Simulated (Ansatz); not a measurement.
**Ge films: biaxial stress and wafer bow**

Plane-wave DFT in Ansatz, PBEsol, scalar-relativistic PAW potentials, cutoff 420 eV, no spin-orbit coupling; no spin polarisation. Ge in space group P6_3/mmc, a structure that wasn't matched to a measured phase, strained equally along a and b of the conventional cell, with c and the atoms relaxed within the symmetry (a film with c along the normal). Stress is the in-plane mean, tension positive.

```tsv
strain (%)	stress (GPa)	E − E(0) (meV/atom)
-4.5	-9.09	54.2
-3.0	-5.75	23.3
-1.5	-2.69	5.6
+0.0	0.03	0.0
+1.5	2.41	5.4
+3.0	?	20.4
+4.5	6.10	43.4
```

**Question.** Fit the stress, get the biaxial modulus and predict the missing row.

**Answer.** A parabola through the given rows is σ = 0.02 + 1.691 ε -0.0753 ε² GPa (ε in %), so M = dσ/dε = 169 GPa at zero. It predicts 4.42 GPa at +3.0 %; the run gave 4.38 GPa. The miss is 0.04 GPa, so the fit holds. The negative square term means that the film is stiffer in compression than in tension. The energies check it: E/V = Mε² at small strain, and a cubic fit with V = 22.82 Å³/atom gives M = 169 GPa, in agreement.

**Question.** How much does a 50 nm film at +0.5 % strain bow a 300 mm Si(001) wafer 775 μm thick?

**Answer.** The fit, without its small constant, gives σ = 0.83 GPa. Stoney's formula, κ = 6σt_f/(M_s t_s²) with M_s = 180.5 GPa for Si(001) (literature), gives |κ| = 2.30×10⁻³ m⁻¹ and a bow κr²/2 = 25.8 μm at r = 150 mm, with the film side concave (tension pulls the edges up). This assumes a single-crystal or fully textured, unrelaxed film at 0 K.

The cell has no gap in any row, so the stresses hang on mesh and smearing.

Cost: about 10 core-minutes for the runs cited, on Intel Xeon Platinum 8488C (Sapphire Rapids) (shared hosts).

This form isn't the element's structure at ambient conditions.

Compression costs more energy than equal tension at every strain pair, and the stress curve flattens as the film is stretched. This is ordinary bond anharmonicity: Pauli repulsion steepens as the atoms are pushed together, while bonding overlap weakens as they are pulled apart. The volume of 22.82 Å³/atom suggests the fourfold-coordinated lonsdaleite form rather than a close-packed metal, so bond-angle bending and relaxation along c probably take up part of the strain.

If so, the missing gap at zero strain is at odds with the known narrow direct gap of hexagonal Ge, and the likely cause is the semilocal functional's gap underestimation. The stiffness should suffer less, since it reflects the bonding of the whole valence band.

At +0.5 % the response is nearly linear, so the predicted bow depends mainly on the modulus of 169 GPa and hardly on the curvature. Hexagonal symmetry makes that modulus isotropic in the basal plane, so in-plane grain rotation alone wouldn't alter it. The calculation doesn't show that this phase would grow on Si(001).
